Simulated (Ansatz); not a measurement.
**LaAlO3, response to strain**

The reference is LaAlO3 (space group R-3c, No. 167; a = 5.4124 Å, c = 13.1925 Å (hexagonal axes)). Axes: x lies along a and z along c of the hexagonal cell.

Strains are applied to the cell and any free atomic positions relax; under biaxial strain the out-of-plane vector relaxes too.

Calculations: plane-wave PAW DFT at the PBE level (Ansatz, a program for electronic structure, 420 eV), no SOC, earlier PAW set.

Candidates:
(a) biaxial strain −4.59 %, plane normal [001], relaxed out of plane
(b) isotropic strain −3.97 %
(c) uniaxial strain ε_xx = +2.33 %

Notes on the quantities. energy relative to the base: free energy F.

Order them by energy relative to the base, highest first.

(b) isotropic strain −3.97 % (+102 meV/atom), (a) biaxial strain −4.59 %, plane normal [001], relaxed out of plane (+67 meV/atom), (c) uniaxial strain ε_xx = +2.33 % (+6.1 meV/atom)

Whether these cells are dynamically stable was not tested.
